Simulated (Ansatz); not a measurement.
# LiBr: eigenvalues along the path

```
Li Br
1.0
     0.00000    2.74450    2.74450
     2.74450    0.00000    2.74450
     2.74450    2.74450    0.00000
Li Br
1 1
Direct
  0.00000 0.00000 0.00000
  0.50000 0.50000 0.50000
```

Atoms are numbered in the order listed.

The cell is COD entry 1011363, as deposited and not checked against the literature; nothing was relaxed. It is an old determination, and later ones may differ.

Theory: DFT, PBEsol, all-electron LAPW, scalar-relativistic in Ansatz 0.2.0.

Numerical set-up: a Γ-centred 8×8×8 k mesh, Fermi–Dirac smearing of 0.03 eV, basis error target 0.5 meV/atom, no spin polarisation.

Path points, in fractions of the reciprocal vectors: Γ (0.000, 0.000, 0.000), X (0.500, 0.000, 0.500), U (0.625, 0.250, 0.625), K (0.375, 0.375, 0.750), L (0.500, 0.500, 0.500), W (0.500, 0.250, 0.750). Levels in eV from the valence-band top; bands 11 to 16, counted from the lowest band of the run. The gap is 4.79 eV.

```
# k(1/Å) point b11 b12 b13 b14 b15 b16
0.000 Γ -13.49 -0.01 -0.01 -0.01 4.79 10.40
0.229 - -13.43 -0.38 -0.14 -0.14 5.33 9.68
0.458 - -13.28 -1.20 -0.46 -0.46 6.59 8.56
0.687 - -13.07 -2.07 -0.81 -0.81 6.91 7.67
0.916 - -12.89 -2.72 -1.08 -1.08 6.36 7.12
1.145 X -12.81 -2.96 -1.17 -1.17 6.16 6.94
1.226 - -12.81 -2.95 -1.21 -1.16 6.20 7.00
1.307 - -12.81 -2.90 -1.33 -1.12 6.29 7.21
1.388 - -12.82 -2.82 -1.51 -1.06 6.38 7.59
1.468 - -12.82 -2.70 -1.71 -0.98 6.46 8.08
1.549 U -12.83 -2.56 -1.90 -0.89 6.53 8.62
1.690 - -12.84 -2.47 -1.97 -0.90 6.79 8.83
1.830 - -12.84 -2.39 -1.99 -0.96 7.43 8.31
1.970 - -12.84 -2.39 -1.99 -0.96 7.43 8.31
2.110 - -12.84 -2.47 -1.97 -0.90 6.79 8.83
2.250 K -12.83 -2.56 -1.90 -0.89 6.53 8.62
2.493 - -12.91 -2.28 -1.99 -0.53 6.74 9.09
2.736 - -13.07 -2.14 -1.28 -0.21 6.78 8.67
2.979 - -13.26 -1.48 -0.62 -0.03 6.26 8.91
3.222 - -13.43 -0.54 -0.16 0.00 5.34 9.62
3.464 Γ -13.49 -0.01 -0.01 -0.01 4.79 10.40
3.663 - -13.45 -0.41 -0.03 -0.03 5.16 9.82
3.861 - -13.33 -1.28 -0.11 -0.11 5.73 9.43
4.059 - -13.19 -2.14 -0.19 -0.19 5.78 8.74
4.258 - -13.06 -2.74 -0.25 -0.25 5.57 8.21
4.456 L -13.01 -2.96 -0.28 -0.28 5.46 8.03
4.618 - -12.99 -2.91 -0.53 -0.34 5.79 7.96
4.780 - -12.94 -2.77 -1.09 -0.51 6.53 7.84
4.941 - -12.88 -2.56 -1.66 -0.77 7.31 7.80
5.103 - -12.83 -2.33 -2.06 -1.04 7.89 8.03
5.265 W -12.82 -2.21 -2.21 -1.18 7.96 8.49
5.380 - -12.82 -2.46 -1.93 -1.17 7.46 8.62
5.494 - -12.81 -2.67 -1.65 -1.17 6.91 7.96
5.609 - -12.81 -2.83 -1.40 -1.17 6.50 7.42
5.723 - -12.81 -2.93 -1.23 -1.17 6.24 7.06
5.838 X -12.81 -2.96 -1.17 -1.17 6.16 6.94
```
